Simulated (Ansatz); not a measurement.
Mg (hcp type), DFT, PBEsol, PAW with Ansatz's default frozen-core files, scalar-relativistic (Ansatz 0.2.0), on 1 thread of Arm Neoverse V1 (shared host).

Command: `ansatz run input.yaml --threads 1 --pin off --max-ram 2560MiB --backend cpu --events-out ev --progress --plain --runs-dir out`

```yaml
crystal:
  lattice:
    - [3.1976727045, 0.0, 0.0]
    - [-1.5988363523, 2.7692657951, 0.0]
    - [0.0, 0.0, 5.1802297813]
  atoms:
    - { symbol: Mg, position: [0.333333333, 0.666666667, 0.25] }
    - { symbol: Mg, position: [0.666666667, 0.333333333, 0.75] }
kpoints:
  mp_grid: { grid: [9, 9, 5] }
scf:
  occupations: { method: fermi_dirac, width: 0.0816 }
hamiltonian:
  xc: pbesol
  pseudopotentials: { kind: paw }
output:
  forces: true
  stress: true
  eigenvalues: true
  core_levels:
    shells: { Mg: ["1s"] }
    counted_from: fermi_level
    add_spin: false
  write_density: true
  write_potential: true
  elf: true
  volumetric_format: npy
```

(1) How large is the problem that the program sets up?

(2) About how long does it take?

Results:

(1) 36 irreducible k-points, 917 plane waves at Γ, 14 bands.

(2) 4.2 s of wall time for 6 SCF iterations. Times on shared machines scatter by tens of per cent.
